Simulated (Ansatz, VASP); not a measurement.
**InAs in two plane-wave programs**

Aim: how closely do two programs agree when they are given the same cell, functional and k mesh? The cell is taken from a series of VASP runs on this material, whose earlier steps may have relaxed, scaled or displaced it; both programs get it as it stands.

Main program and level: Ansatz 0.2.0; plane waves, with VASP 6.6.1 beside it; zone-centre phonons at r2SCAN.

## Step 1: Set-up

The structure is cubic, space group F-43m (No. 216). Conventional cell: a = 6.109 Å, b = 6.109 Å, c = 6.109 Å, α = 90.00°, β = 90.00°, γ = 90.00°. In has 4 As at 2.65 Å nearest. Nearest to As lie 4 In at 2.65 Å. Farther neighbours are not listed.

## Step 2: Ansatz: zone-centre phonons, r2SCAN

Ansatz runs on its default PAW (the set named soft_2) files.

Second derivatives magnify differences that forces hide, and they need a tight electronic threshold.

input.yaml

```yaml
crystal:
  lattice:
    - [0.0, 3.0545742195, 3.0545742195]
    - [3.0545742195, 0.0, 3.0545742195]
    - [3.0545742195, 3.0545742195, 0.0]
  atoms:
    - { symbol: In, position: [0.0, 0.0, 0.0] }
    - { symbol: As, position: [0.75, 0.75, 0.75] }
hamiltonian:
  xc: r2scan
  pseudopotentials: { kind: paw }
kpoints:
  mp_grid: { grid: [6, 6, 6] }
scf:
  occupations: { method: gaussian, width: 0.03 }
phonons:
  method: dfpt
  qpoints: [[0, 0, 0]]
```

The run is started by

```sh
$ ansatz run input.yaml --threads 4 --pin off --max-ram 9216MiB --backend cpu --events-out ev --progress --plain --runs-dir out
```

Numbers of over 12 decimals in the logs are rounded to 6 here.

The program printed:

```text
Engine: ansatz 0.2.0, x86_64-unknown-linux-gnu
Pseudopotentials: kind: paw
Pseudopotential: In, paw, valence charge 13, recommended cutoff 500 eV (meta_gga), In.paw.azcp
Pseudopotential: As, paw, valence charge 15, recommended cutoff 500 eV (meta_gga), As.paw.azcp
Functional definition: r2SCAN
  parameter k0 = 0.174
  parameter k1 = 0.065
  parameter a1 = 4.9479
  exchange = r2scan_x(k0 = k0, k1 = k1, a1 = a1)
  correlation = r2scan_c
Crystal: 2 atoms, lattice volume = 57.001 Å³
Basis set: ecut = 500 eV, 1459 PW (Γ), exchange–correlation on 160×160×160 points (125 copies of the dense FFT grid, shifted against one another)
Bands: 18, of which v1, the nominal top of the filled ones, is band 14 counted from 1 (13 counted from 0)
Symmetry: 24 space group operations
k-points: 46 of 216 (irreducible under 4 space group operations, time reversal used)
Non-local potential: In, projectors of the file, l = 0: 2, l = 1: 2, l = 2: 2, l = 3: 2
Non-local potential: As, projectors of the file, l = 0: 2, l = 1: 2, l = 2: 3, l = 3: 1
PAW form: soft (Blöchl's): semilocal exchange-correlation on the pseudo side does not see the compensation charge
PAW frozen core: In, regenerated for the run's functional (the file was generated under x = pbe(κ = 0.804, μ = 0.219515), c = pbe(β = 0.066725))
PAW frozen core: As, regenerated for the run's functional (the file was generated under x = pbe(κ = 0.804, μ = 0.219515), c = pbe(β = 0.066725))
PAW one-centre angular grid: In, 590 points (default); XC on 289 of its mesh's 2783 points in the sphere
PAW one-centre angular grid: As, 590 points (default); XC on 160 Gauss nodes
Initial density: superposition of atomic densities (neutral atoms: chi_scale 0, normalization atom), corrected by the library's trained network
Initial wavefunctions: pseudopotential atomic-orbital guess
Functional: x = r2scan, c = r2scan; τ floored in thin density (d = 2e-4 eV/Å³)
SCF iter   1: F=—  HF=-10477.155789 eV  |F-HF|=—  |Δ(HF+E_count)|=         —  Δρ=6.01e-3  dr2=1.16e-2  dr2_τ=7.64e-3  ethr=1.77e-3  ⟨swp⟩=6.0  Hψ=4051  notcnv=0
preconditioner: auto → none  [insulator: Δε(μ)=0.038 eV  Ē_g=15.399 eV  σ=0.030 eV  W_gap=0.60  n_scr=14 (ndim 8)  ℏωp=20.9 eV  f_vac=0.115  D(μ)=0.38/eV (n_scr^D=0)  ε∞_Penn≈2.8]
SCF iter   2: F=—  HF=-10477.162321 eV  |F-HF|=—  |Δ(HF+E_count)|=   6.53e-3  Δρ=1.83e-3  dr2=1.38e-3  dr2_τ=7.09e-5  ethr=4.13e-5  ⟨swp⟩=2.4  Hψ=2046  notcnv=0
SCF iter   3: F=—  HF=-10477.162683 eV  |F-HF|=—  |Δ(HF+E_count)|=   3.62e-4  Δρ=7.50e-4  dr2=1.88e-4  dr2_τ=4.00e-6  ethr=4.91e-6  ⟨swp⟩=2.0  Hψ=1066  notcnv=0
SCF iter   4: F=—  HF=-10477.162750 eV  |F-HF|=—  |Δ(HF+E_count)|=   6.70e-5  Δρ=7.01e-5  dr2=2.25e-6  dr2_τ=5.22e-8  ethr=6.72e-7  ⟨swp⟩=3.0  Hψ=1467  notcnv=0
SCF iter   5: F=—  HF=-10477.162751 eV  |F-HF|=—  |Δ(HF+E_count)|=   6.34e-7  Δρ=2.84e-5  dr2=7.53e-7  dr2_τ=1.14e-8  ethr=8.05e-9  ⟨swp⟩=2.0  Hψ=1473  notcnv=0
SCF iter   6: F=—  HF=-10477.162751 eV  |F-HF|=—  |Δ(HF+E_count)|=   1.91e-7  Δρ=5.13e-6  dr2=9.19e-9  dr2_τ=5.52e-10  ethr=2.69e-9  ⟨swp⟩=2.0  Hψ=1469  notcnv=0
SCF iter   7: F=—  HF=-10477.162751 eV  |F-HF|=—  |Δ(HF+E_count)|=   1.63e-8  Δρ=1.09e-6  dr2=6.64e-10  dr2_τ=1.11e-11  ethr=3.28e-11  ⟨swp⟩=3.0  Hψ=1491  notcnv=0
SCF iter   8: F=—  HF=-10477.162751 eV  |F-HF|=—  |Δ(HF+E_count)|=  5.28e-11  Δρ=2.38e-7  dr2=2.29e-11  dr2_τ=7.97e-13  ethr=2.37e-12  ⟨swp⟩=2.0  Hψ=992  notcnv=0
SCF iter   9: F=-10477.162751 eV  HF=-10477.162751 eV  |F-HF|=3.64e-12  |Δ(HF+E_count)|=  2.91e-11  Δρ=2.77e-8  dr2=2.57e-13  dr2_τ=1.05e-14  ethr=1.00e-12  ⟨swp⟩=6.0  Hψ=3441  notcnv=0
SCF 1 converged in 9 iterations: F = -10477.162751 eV  dr2 = 2.57e-13
  greatest PAW one-centre occupation: 0.999 electrons in one spin orbital (limit 2), on the As atom at site 1 (counted from 0), in its partial waves of l = 2
DFPT response loops at Γ: preconditioner auto → Kerker (q_TF=auto, 2.423 Å⁻¹) (partly filled bands, converged f_vac=0.105); β = 1.00, the filter's whole step (`scf.mixing.beta` (0.50) is not read by the response loops under this deck's `scf.mixing.preconditioner`; to damp them name `kerker` or `kerker_dos`, under which they read `scf.mixing.beta`, and type it under 1.00, their step now; both keys bind the ground state too); Broyden in place of MSR1
SCF converged after 9 iterations
Free energy (F): -10477.162751 eV
Harris-Foulkes:  -10477.162751 eV  (|F-HF|=3.64e-12)
Internal energy: -10477.162706 eV  (E = F + TS)
E sigma→0 (E₀):  -10477.162728 eV
Entropy (-TS):   -0.000045 eV (-0.023 meV/atom)
Fermi energy:    7.260835 eV
--- Per-component energies (eV) ---
  E_band       = -340.010050
  E_kinetic    = 346.019157
  E_local      = -3319.662389  (includes V_loc(G=0)·N_el)
  E_nonlocal   = -301.985896
  E_hartree    = 1604.333048
  E_xc         = -274.668939
  E_vxc        = -190.389171  (∫ρ·V_xc dr)
  E_paw        = -6033.173242  (= ΣΔE_a)
  E_vpaw       = -94.405982  (= ΣTr[D̂ρ^β])
  E_aug_tail   = 0.000001  (compensation charges beyond the density's cutoff)
  E_vtau       = 11.748126  (kinetic-family band-sum trace: ∫τ·v_τ [+ j·A + Jᵃ·Aᵃ] dr)
  E_ewald      = -2497.532584
  E_core_change = -0.491862  (= ΣΔE_core)
  E_smearing   = -0.000045  (= −TS)
  E_closure    = 0.000000  (closes the sum)
  Σ components = -10477.162751   (vs F -10477.162751, Δ=0.00e0)
--- Band table (eV; the first three rows and the last of 46) ---
  k-point 0: bands = [... 10 lower, -4.8785, 7.2159, 7.2159, 7.2159, 7.2955, 11.4753, 11.4753, 11.4753]
  k-point 1: bands = [... 10 lower, -4.5977, 4.7816, 6.9127, 6.9127, 8.7116, 11.8586, 11.9163, 11.9163]
  k-point 2: bands = [... 10 lower, -3.9043, 2.5229, 6.4408, 6.4408, 8.6153, 12.2842, 12.2842, 13.7080]
  k-point 45: bands = [... 10 lower, -3.0216, 1.6432, 4.1818, 5.1806, 10.8534, 11.6923, 13.1126, 14.8296]
--- Phonons (Γ-DFPT): 2 representative perturbations + reference, on 46 of 216 k-points (Σ response iterations 16) ---
  k mesh reduced under 4 symmetry operations, with k and −k counted as one. Each operation leaves every solved perturbation unchanged. A smaller set is not considered because the functional reads the kinetic-energy density
  ASR residual: 2.737e-5 → 0.000e0 eV/Å²; symmetrization residual: 6.095e-5 eV/Å²
  ASR residual per site (eV/Å²): 1.16e-5 2.74e-5
  Γ frequencies (cm⁻¹): 0.00 0.00 0.00 208.20 208.20 208.20
  non-analytic LO–TO correction: not included (Born effective charges unavailable; polar crystals: no LO–TO splitting at Γ)
--- Phonons (arbitrary-q DFPT): 1 explicit q-point ---
  q = [0, 0, 0] (of the zone-centre solve; hermiticity 1.69e-5, symmetrization 3.36e-13): -0.00 0.00 0.00 208.20 208.20 208.20
  sum rule: each row above includes the acoustic sum rule's correction from the zone centre's row sums; it moved no ω² by more than (0.32 cm⁻¹)²
```

The job ended after 13 s (4 threads of Intel Xeon Platinum 8488C (Sapphire Rapids), shared host; peak memory 1.4 GiB; 46 s of CPU time).

The column dr2 measures how far the density is from self-consistency, as an energy; F and HF (Harris–Foulkes) agree once it is small.

## Step 3: VASP: zone-centre phonons, r2SCAN

The same cell, functional, mesh and smearing now go to VASP, with its own data sets and cutoff.

Lines of VASP's logs that name or quote its potential files are left out, and so is its time.

INCAR

```
SYSTEM = InAs
PREC = Accurate
ENCUT = 450
EDIFF = 1E-08
NELM = 100
ISMEAR = 0
SIGMA = 0.03
LREAL = .FALSE.
ALGO = Normal
METAGGA = R2SCAN
LASPH = .TRUE.
NBANDS = 15
LORBIT = 11
LWAVE = .FALSE.
LCHARG = .FALSE.
KPAR = 2
IBRION = 6
NFREE = 2
POTIM = 0.015
NSW = 1
ISIF = 2
```

POSCAR

```
InAs
1.0
    0.0000000000      3.0545742195      3.0545742195
    3.0545742195      0.0000000000      3.0545742195
    3.0545742195      3.0545742195      0.0000000000
In As
1 1
Direct
    0.0000000000      0.0000000000      0.0000000000
    0.7500000000      0.7500000000      0.7500000000
```

KPOINTS

```
Automatic mesh
0
Gamma
6 6 6
0 0 0
```

Potentials, in the order of the species: In_d and As (PBE family, release 64).

The run is started by

```sh
$ mpirun -np 2 vasp_std
```

The program printed:

```text
[banner, memory and clock lines left out]
running    2 mpi-ranks, on    1 nodes
 distrk:  each k-point on    1 cores,    2 groups
 distr:  one band on    1 cores,    1 groups

 POSCAR found type information on POSCAR InAs
 POSCAR found :  2 types and       2 ions
|                                                                             |
|               ----> ADVICE to this user running VASP <----                  |
|                                                                             |
|     You enforced a specific xc type in the INCAR file but a different       |
|     [... a line on the potential file left out ...]
|     I HOPE YOU KNOW WHAT YOU ARE DOING!                                     |
|                                                                             |

 LDA part: xc-table for (None), standard interpolation
 POSCAR, INCAR and KPOINTS ok, starting setup
 FFT: planning ... GRIDC
 FFT: planning ... GRID_SOFT
 FFT: planning ... GRID
 WAVECAR not read
 entering main loop
       N       E                     dE             d eps       ncg     rms          rms(c)
DAV:   1     0.758858498707E+02    0.75886E+02   -0.79245E+03   480   0.118E+03
DAV:   2    -0.339083630667E+02   -0.10979E+03   -0.10596E+03   515   0.288E+02
DAV:   3    -0.412401759372E+02   -0.73318E+01   -0.73001E+01   620   0.782E+01
DAV:   4    -0.414394871424E+02   -0.19931E+00   -0.19926E+00   614   0.142E+01
DAV:   5    -0.414469829399E+02   -0.74958E-02   -0.74956E-02   696   0.221E+00    0.593E+00
DAV:   6    -0.380523509873E+02    0.33946E+01   -0.15623E+00   578   0.282E+01    0.292E+00
DAV:   7    -0.380351009907E+02    0.17250E-01   -0.22274E-01   515   0.373E+00    0.176E+00
DAV:   8    -0.380429825296E+02   -0.78815E-02   -0.18841E-02   662   0.124E+00    0.702E-01
DAV:   9    -0.380444419173E+02   -0.14594E-02   -0.19010E-03   632   0.359E-01    0.205E-01
DAV:  10    -0.380444656274E+02   -0.23710E-04   -0.18237E-04   648   0.140E-01    0.171E-01
DAV:  11    -0.380444924970E+02   -0.26870E-04   -0.97664E-05   536   0.155E-01    0.322E-02
DAV:  12    -0.380444888794E+02    0.36176E-05   -0.11191E-05   666   0.258E-02    0.302E-02
DAV:  13    -0.380444890435E+02   -0.16413E-06   -0.24439E-06   572   0.195E-02    0.647E-03
DAV:  14    -0.380444894536E+02   -0.41008E-06   -0.79111E-07   704   0.118E-02    0.118E-02
DAV:  15    -0.380444893897E+02    0.63872E-07   -0.61189E-08   629   0.410E-03    0.654E-03
DAV:  16    -0.380444893009E+02    0.88833E-07   -0.46921E-08   620   0.444E-03    0.154E-03
DAV:  17    -0.380444893988E+02   -0.97928E-07   -0.11240E-08   373   0.977E-04    0.892E-04
DAV:  18    -0.380444893992E+02   -0.33583E-09   -0.14369E-09   296   0.347E-04
   1 F= -.38044489E+02 E0= -.38044465E+02  d E =-.492102E-04
[...]
2 F= -.38043664E+02 E0= -.38043622E+02  d E =-.836569E-04
[...]
3 F= -.38043665E+02 E0= -.38043623E+02  d E =-.836536E-04
[...]
4 F= -.38043675E+02 E0= -.38043634E+02  d E =-.836511E-04
 Finite differences progress:
  Degree of freedom:   2/  2
  Displacement:        1/  2
  Total:               3/  4
 bond charge predicted
       N       E                     dE             d eps       ncg     rms          rms(c)
DAV:   1    -0.380416847419E+02    0.19907E-02   -0.29921E-01  1387   0.239E+00    0.221E-01
DAV:   2    -0.380436279288E+02   -0.19432E-02   -0.11507E-02  1709   0.717E-01    0.720E-02
DAV:   3    -0.380436521598E+02   -0.24231E-04   -0.18277E-04  1724   0.141E-01    0.298E-02
DAV:   4    -0.380436717760E+02   -0.19616E-04   -0.46453E-05  2035   0.686E-02    0.160E-02
DAV:   5    -0.380436744772E+02   -0.27012E-05   -0.57366E-06  1639   0.190E-02    0.367E-03
DAV:   6    -0.380436746178E+02   -0.14061E-06   -0.36311E-07  1899   0.443E-03    0.254E-03
DAV:   7    -0.380436746667E+02   -0.48911E-07   -0.62576E-08  1702   0.230E-03    0.395E-04
DAV:   8    -0.380436746625E+02    0.42323E-08   -0.59460E-09  1223   0.688E-04
   5 F= -.38043675E+02 E0= -.38043633E+02  d E =-.836483E-04
 Finite differences progress:
  Degree of freedom:   2/  2
  Displacement:        2/  2
  Total:               4/  4
```

(Continued in part 2 of 2.)

[Lines on the potential files, build, host, timing and source positions are cut from VASP's logs without a mark.]

[Logs are printed without paths, hosts, clocks, repeated set-up lines and the standing remarks that a program may print on its own settings, such as how far it seeks lower states.]

[Hosts, paths, dates, database ids (printed as entryN), source tags and the programs' standing remarks are cut or masked in the printed files.]
